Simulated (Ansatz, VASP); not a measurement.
# KIr (linear Ir-K chain) in two plane-wave programs

Wanted: the spread between two codes on one cell, functional and k mesh. The structure shown is the end of the Ansatz relaxation below. Other levels of theory on this material are compared in a session of their own.

Calculated with Ansatz 0.2.0; plane waves, with VASP 6.6.1 beside it; single point at r2SCAN.

### 1. The starting structure

The cell holds 2 atoms: 1 Ir and 1 K. Its edges and angles: a = 7.500 Å, b = 7.500 Å, c = 6.253 Å, α = 90.0°, β = 90.0°, γ = 90.0°. Vacuum lies along a and b. The structure's axis is c.

### 2. Ansatz: relaxation, r2SCAN

Ansatz runs on its default PAW (the set named soft_2) files.

This run makes the geometry at which the two programs are then compared.

input.yaml reads:

```yaml
crystal:
  lattice:
    - [7.5, 0.0, 0.0]
    - [0.0, 7.5, 0.0]
    - [0.0, 0.0, 6.6736]
  atoms:
    - { symbol: Ir, position: [0.5, 0.5, 0.0], spin: 1.0 }
    - { symbol: K, position: [0.5, 0.5, 0.5], spin: 0.5 }
magnetization:
  spin_polarized: true
kpoints:
  mp_grid: { grid: [1, 1, 12] }
scf:
  occupations: { method: fermi_dirac, width: 0.05 }
hamiltonian:
  xc: r2scan
relax:
  cell: { fix: [a, b, alpha, beta, gamma] }
  max_steps: 60
```

Launch:

```
$ ansatz run input.yaml --threads 4 --pin off --max-ram 8192MiB --backend cpu --events-out ev --progress --plain --runs-dir out
```

Numbers of over 12 decimals in the logs are rounded to 6 here.

Log:

```text
Engine: ansatz 0.2.0, aarch64-unknown-linux-gnu
Pseudopotentials: kind: paw
Pseudopotential: Ir, paw, valence charge 17, recommended cutoff 500 eV (meta_gga), Ir.paw.azcp
Pseudopotential: K, paw, valence charge 9, recommended cutoff 500 eV (meta_gga), K.paw.azcp
Functional definition: r2SCAN
  parameter k0 = 0.174
  parameter k1 = 0.065
  parameter a1 = 4.9479
  exchange = r2scan_x(k0 = k0, k1 = k1, a1 = a1)
  correlation = r2scan_c
Crystal: 2 atoms, lattice volume = 375.390 Å³
Basis set: ecut = 500 eV, 9561 PW (Γ), exchange–correlation on 240×240×200 points (64 copies of the dense FFT grid, shifted against one another)
Bands: 18, of which v1, the nominal top of the filled ones, is band 13 counted from 1 (12 counted from 0)
Symmetry: 16 space group operations
Space group: P4/mmm (ITA 123), of the structure as read, at distance tolerance 7.2e-5 Å
Magnetic group: BNS 123.339 (UNI 999), of the structure as read, at distance tolerance 7.2e-5 Å
k-points: 7 of 12
Non-local potential: Ir, projectors of the file, l = 0: 3, l = 1: 2, l = 2: 2, l = 3: 1
Non-local potential: K, projectors of the file, l = 0: 3, l = 1: 2, l = 2: 2
PAW form: soft (Blöchl's): semilocal exchange-correlation on the pseudo side does not see the compensation charge
PAW frozen core: Ir, regenerated for the run's functional (the file was generated under x = pbe(κ = 0.804, μ = 0.219515), c = pbe(β = 0.066725))
PAW frozen core: K, regenerated for the run's functional (the file was generated under x = pbe(κ = 0.804, μ = 0.219515), c = pbe(β = 0.066725))
PAW one-centre angular grid: Ir, 590 points (default); XC on 160 Gauss nodes
PAW one-centre angular grid: K, 302 points (default); XC on 160 Gauss nodes
Initial density: superposition of atomic densities (neutral atoms: chi_scale 0, normalization atom)
Starting moments: Σ|m| = 1.5 μB on 2 of 2 sites
Initial wavefunctions: pseudopotential atomic-orbital guess
Functional: x = r2scan, c = r2scan; τ floored in thin density (d = 2e-4 eV/Å³)
SCF iter   1: F=—  HF=-13484.619779 eV  |F-HF|=—  |Δ(HF+E_count)|=         —  Δρ=1.35e-2 (↑1.35e-2 ↓6.13e-3)  dr2=3.84e0  dr2_τ=6.15e-2  dr2_m=8.04e-2  M=1.451 μB ∫|m|=1.457 μB  β_m=1.00  ethr=3.10e-3  ⟨swp⟩=6.0  Hψ=1312  notcnv=0
Mixer restart at iter 1: flushing history
preconditioner: auto → Resta (q_TF=auto, 1.748 Å⁻¹)  ε∞=2.6  [insulator: Δε(μ)=2.833 eV  Ē_g=4.751 eV  σ=0.050 eV  W_gap=0.54  n_scr=30 (ndim 8)  ℏωp=6.1 eV  f_vac=0.593  D(μ)=27.21/eV (n_scr^D=306)  ε∞_Penn≈2.6  vacuum switching on, ρ_ref=1.6e-3 e/Å³]
spin=Collinear: Resta preconditioning applied to the charge; magnetization (m = ρ↑ − ρ↓) channel mixes plain (no charge-response kernel on spin).
SCF iter   2: F=—  HF=-13484.781263 eV  |F-HF|=—  |Δ(HF+E_count)|=   1.61e-1  Δρ=8.28e-3 (↑7.55e-3 ↓8.28e-3)  dr2=1.29e0  dr2_τ=2.15e-2  dr2_m=9.68e-2  M=1.832 μB ∫|m|=1.871 μB  β_m=0.63  ethr=3.10e-3  ⟨swp⟩=3.0  Hψ=544  notcnv=0  κ⁻¹=1.0e0(r=1)
preconditioner: auto → LDOS  [metal: Δε(μ)=0.010 eV  Ē_g=3.461 eV  σ=0.050 eV  W_gap=0.05  n_scr=30 (ndim 8)  ℏωp=6.1 eV  f_vac=0.606  D(μ)=20.71/eV (n_scr^D=194)]
spin=Collinear: LDOS preconditioning applied to the charge; magnetization (m = ρ↑ − ρ↓) channel mixes plain (no charge-response kernel on spin).
SCF iter   3: F=—  HF=-13485.657139 eV  |F-HF|=—  |Δ(HF+E_count)|=   8.76e-1  Δρ=1.24e-2 (↑3.67e-3 ↓1.24e-2)  dr2=3.46e-1  dr2_τ=1.25e-2  dr2_m=1.11e-1  M=2.000 μB ∫|m|=2.113 μB  β_m=1.00  ethr=3.10e-3  ⟨swp⟩=3.0  Hψ=484  notcnv=0  κ⁻¹=1.5e-1(r=2)
SCF iter   4: F=—  HF=-13486.119922 eV  |F-HF|=—  |Δ(HF+E_count)|=   4.63e-1  Δρ=1.02e-2 (↑4.26e-3 ↓1.02e-2)  dr2=2.55e-1  dr2_τ=5.38e-3  dr2_m=4.06e-2  M=2.000 μB ∫|m|=2.112 μB  β_m=1.00  ethr=1.33e-3  ⟨swp⟩=2.5  Hψ=553  notcnv=0  κ⁻¹=2.8e-2(r=3)
SCF iter   5: F=—  HF=-13486.313556 eV  |F-HF|=—  |Δ(HF+E_count)|=         —  Δρ=4.41e-3 (↑4.41e-3 ↓2.38e-3)  dr2=6.29e-2  dr2_τ=9.34e-4  dr2_m=4.89e-3  M=2.000 μB ∫|m|=2.126 μB  β_m=1.00  ethr=9.79e-4  ⟨swp⟩=2.2  Hψ=553  notcnv=0
Mixer restart at iter 5: flushing history
SCF iter   6: F=—  HF=-13486.337955 eV  |F-HF|=—  |Δ(HF+E_count)|=   2.44e-2  Δρ=2.42e-3 (↑2.42e-3 ↓2.24e-3)  dr2=2.91e-2  dr2_τ=3.36e-4  dr2_m=1.54e-4  M=2.000 μB ∫|m|=2.128 μB  β_m=1.00  ethr=2.42e-4  ⟨swp⟩=2.3  Hψ=444  notcnv=0  κ⁻¹=1.0e0(r=1)
SCF iter   7: F=—  HF=-13486.350565 eV  |F-HF|=—  |Δ(HF+E_count)|=   1.26e-2  Δρ=9.42e-4 (↑7.73e-4 ↓9.42e-4)  dr2=3.96e-3  dr2_τ=6.27e-5  dr2_m=3.71e-5  M=2.000 μB ∫|m|=2.132 μB  β_m=1.00  ethr=1.12e-4  ⟨swp⟩=2.3  Hψ=391  notcnv=0  κ⁻¹=1.3e-1(r=2)
SCF iter   8: F=—  HF=-13486.355565 eV  |F-HF|=—  |Δ(HF+E_count)|=   5.00e-3  Δρ=1.53e-4 (↑1.50e-4 ↓1.53e-4)  dr2=1.93e-4  dr2_τ=5.93e-6  dr2_m=4.16e-6  M=2.000 μB ∫|m|=2.134 μB  β_m=1.00  ethr=1.52e-5  ⟨swp⟩=3.0  Hψ=449  notcnv=0  κ⁻¹=1.1e-2(r=3)
[...]
SCF 3 converged in 10 iterations: F = -13486.423800 eV  dr2 = 4.74e-8
[...]
spin=Collinear: Resta preconditioning applied to the charge; magnetization (m = ρ↑ − ρ↓) channel mixes plain (no charge-response kernel on spin).
SCF iter   2: F=—  HF=-13486.422956 eV  |F-HF|=—  |Δ(HF+E_count)|=   1.49e-4  Δρ=2.33e-5 (↑2.28e-5 ↓2.33e-5)  dr2=1.48e-6  dr2_τ=3.47e-7  dr2_m=3.45e-7  M=2.000 μB ∫|m|=2.122 μB  β_m=1.00  ethr=2.68e-8  ⟨swp⟩=2.6  Hψ=447  notcnv=0  κ⁻¹=1.0e0(r=1)
SCF iter   3: F=—  HF=-13486.422963 eV  |F-HF|=—  |Δ(HF+E_count)|=   6.60e-6  Δρ=1.71e-5 (↑1.61e-5 ↓1.71e-5)  dr2=8.25e-7  dr2_τ=1.26e-7  dr2_m=6.76e-8  M=2.000 μB ∫|m|=2.122 μB  β_m=1.00  ethr=5.70e-9  ⟨swp⟩=2.0  Hψ=301  notcnv=0  κ⁻¹=1.6e-2(r=2)
SCF iter   4: F=—  HF=-13486.422967 eV  |F-HF|=—  |Δ(HF+E_count)|=   3.72e-6  Δρ=1.07e-5 (↑1.06e-5 ↓1.07e-5)  dr2=3.43e-7  dr2_τ=5.69e-8  dr2_m=2.94e-9  M=2.000 μB ∫|m|=2.122 μB  β_m=1.00  ethr=3.17e-9  ⟨swp⟩=2.0  Hψ=311  notcnv=0  κ⁻¹=3.5e-3(r=3)
SCF iter   5: F=—  HF=-13486.422969 eV  |F-HF|=—  |Δ(HF+E_count)|=   2.26e-6  Δρ=3.27e-6 (↑2.78e-6 ↓3.27e-6)  dr2=2.17e-8  dr2_τ=4.94e-9  dr2_m=4.84e-9  M=2.000 μB ∫|m|=2.122 μB  β_m=1.00  ethr=1.32e-9  ⟨swp⟩=2.0  Hψ=364  notcnv=0  κ⁻¹=6.4e-4(r=4)
SCF iter   6: F=—  HF=-13486.422969 eV  |F-HF|=—  |Δ(HF+E_count)|=   1.98e-7  Δρ=2.38e-6 (↑1.12e-6 ↓2.38e-6)  dr2=2.34e-8  dr2_τ=1.07e-9  dr2_m=2.94e-9  M=2.000 μB ∫|m|=2.122 μB  β_m=1.00  ethr=8.33e-11  ⟨swp⟩=2.0  Hψ=371  notcnv=0  κ⁻¹=6.0e-5(r=5)
SCF iter   7: F=—  HF=-13486.422969 eV  |F-HF|=—  |Δ(HF+E_count)|=   4.20e-8  Δρ=1.13e-6 (↑7.38e-7 ↓1.13e-6)  dr2=6.08e-9  dr2_τ=5.36e-10  dr2_m=4.87e-10  M=2.000 μB ∫|m|=2.122 μB  β_m=1.00  ethr=8.33e-11  ⟨swp⟩=2.0  Hψ=421  notcnv=0  κ⁻¹=1.8e-5(r=6)
SCF iter   8: F=—  HF=-13486.422969 eV  |F-HF|=—  |Δ(HF+E_count)|=   2.60e-8  Δρ=3.88e-7 (↑2.57e-7 ↓3.88e-7)  dr2=1.47e-9  dr2_τ=7.09e-11  dr2_m=5.25e-11  M=2.000 μB ∫|m|=2.122 μB  β_m=1.00  ethr=2.34e-11  ⟨swp⟩=2.4  Hψ=411  notcnv=0  κ⁻¹=1.1e-5(r=7)
SCF iter   9: F=—  HF=-13486.422969 eV  |F-HF|=—  |Δ(HF+E_count)|=   2.12e-9  Δρ=1.39e-7 (↑1.00e-7 ↓1.39e-7)  dr2=3.28e-10  dr2_τ=3.36e-12  dr2_m=1.45e-11  M=2.000 μB ∫|m|=2.122 μB  β_m=1.00  ethr=5.67e-12  ⟨swp⟩=2.0  Hψ=371  notcnv=0  κ⁻¹=3.7e-6(r=8)
SCF iter  10: F=—  HF=-13486.422969 eV  |F-HF|=—  |Δ(HF+E_count)|=  3.00e-10  Δρ=6.16e-8 (↑6.16e-8 ↓5.98e-8)  dr2=1.08e-10  dr2_τ=9.46e-13  dr2_m=3.94e-12  M=2.000 μB ∫|m|=2.122 μB  β_m=1.00  ethr=1.26e-12  ⟨swp⟩=2.0  Hψ=320  notcnv=0  κ⁻¹=2.2e-5(r=8)
SCF iter  11: F=-13486.422969 eV  HF=-13486.422969 eV  |F-HF|=6.91e-11  |Δ(HF+E_count)|=  1.46e-11  Δρ=4.06e-8 (↑3.03e-8 ↓4.06e-8)  dr2=1.28e-11  dr2_τ=3.19e-13  dr2_m=3.21e-13  M=2.000 μB ∫|m|=2.122 μB  ethr=1.00e-12  ⟨swp⟩=4.5  Hψ=1160  notcnv=0
SCF 4 converged in 11 iterations: F = -13486.422969 eV  dr2 = 1.28e-11
relax step   4: F+E_penalty+E_count = -13486.42296916 eV  Δ(F+E_penalty+E_count) = +8.310e-4 eV  max|allowed force component| = 6.311e-29 eV/Å  Δτ_max = 0.0000 Å  P = -0.100 GPa  Ω = 351.740 Å³  fix = [a, b, alpha, beta, gamma]  reactions: a -0.132, b -0.132 GPa  stress off target by 3.46e-2 GPa on what of the cell is left free  SCF on the basis re-selected at this cell (its energy is not comparable with the rows above)  (11 SCF iters)
basis re-selected at this cell: Δ(F+E_penalty+E_count) = +8.310e-4 eV, ΔP = -0.002 GPa vs the last step (what re-selecting the basis moved, of the pressure what is left beyond the Pulay correction that the steps carried, after the strain that the cell walked since its last selection, with what the two solves' SCF thresholds leave and, on support functions, any second-order correction that the steps lacked; it is no measure of the basis error at this ecutwfc). The dense FFT grid was sized anew with the basis: this SCF ran on 60×60×48 points, the steps before it on 60×60×50, so part of this shift can come from that change (see relax.cell in the input reference). [rest of the remark cut]
SCF converged after 11 iterations
Stability not checked: this state was not tested for a lower state beside it, because the mixer in use, unlike msr1, does not test its closes by its own steps (another_mixer; see scf.mixing.algorithm and scf.lower_state_search)
Magnetization: 2.0000 μB (14.0000 up, 12.0000 down)
Absolute magnetization: 2.1220 μB (∫|ρ↑−ρ↓|, with the PAW one-centre terms)
Spin contamination: 0.0106 ħ² per cell (⟨S²⟩ above its minimum at these occupations)
Per-site moments (μB) at R_I (Å): [(1.831712, 1.289714), (0.0022622, 1.289714)]
Free energy (F): -13486.422969 eV
Harris-Foulkes:  -13486.422969 eV  (|F-HF|=6.91e-11)
Internal energy: -13486.422965 eV  (E = F + TS)
E sigma→0 (E₀):  -13486.422967 eV
Entropy (-TS):   -0.000004 eV (-0.002 meV/atom)
Fermi energy:    -1.461904 eV
--- Per-component energies (eV) ---
  E_band       = -691.432131
  E_kinetic    = 873.335366
  E_local      = -5227.201339  (includes V_loc(G=0)·N_el)
  E_nonlocal   = 93.136314
  E_hartree    = 2158.811086
  E_xc         = -384.011460
  E_vxc        = -514.174810  (∫ρ·V_xc dr)
  E_paw        = -10039.609816  (= ΣΔE_a)
  E_vpaw       = -267.724160  (= ΣTr[D̂ρ^β])
  E_aug_tail   = -0.000018  (compensation charges beyond the density's cutoff)
  E_vtau       = 33.574442  (kinetic-family band-sum trace: ∫τ·v_τ [+ j·A + Jᵃ·Aᵃ] dr)
  E_ewald      = -960.370021
  E_core_change = -0.513079  (= ΣΔE_core)
  E_smearing   = -0.000004  (= −TS)
  E_closure    = 0.000000  (closes the sum)
  Σ components = -13486.422969   (vs F -13486.422969, Δ=0.00e0)
--- Forces (eV/Å), atoms counted from 1 ---
  atom   1  Ir     0.00000000     0.00000000     0.00000000
  atom   2  K      0.00000000     0.00000000     0.00000000
  max |Σ_I F_I| component: 2.27e-28 eV/Å
--- Stress (GPa, compression-positive) ---
       -0.132411       0.000000       0.000000
        0.000000      -0.132411       0.000000
        0.000000       0.000000      -0.034562
  P = ⅓ Tr σ = -0.0998 GPa (-0.998 kbar)
--- Relaxed structure (3 steps of the walk, 3 accepted, 1 SCFs on fresh bases) ---
  F+E_penalty+E_count = -13486.42296916 eV   max|allowed force component| = 6.311e-29 eV/Å   (the final SCF, on the basis selected at the relaxed cell)
  cell:  # Å, volume = 351.7402 Å³
    - [7.5, 0.0, 0.0]
    - [0.0, 7.5, 0.0]
    - [0.0, 0.0, 6.253159]
  atoms:
    - { symbol: Ir, position: [0.5, 0.5, 0.0] }
    - { symbol: K, position: [0.5, 0.5, 0.5] }
```

(Continued in part 2 of 2.)

[Lines on the potential files, build, host, timing and source positions are cut from VASP's logs without a mark.]

[Logs are printed without paths, hosts, clocks, repeated set-up lines and the standing remarks that a program may print on its own settings, such as how far it seeks lower states.]

[Hosts, paths, dates, database ids (printed as entryN), source tags and the programs' standing remarks are cut or masked in the printed files.]
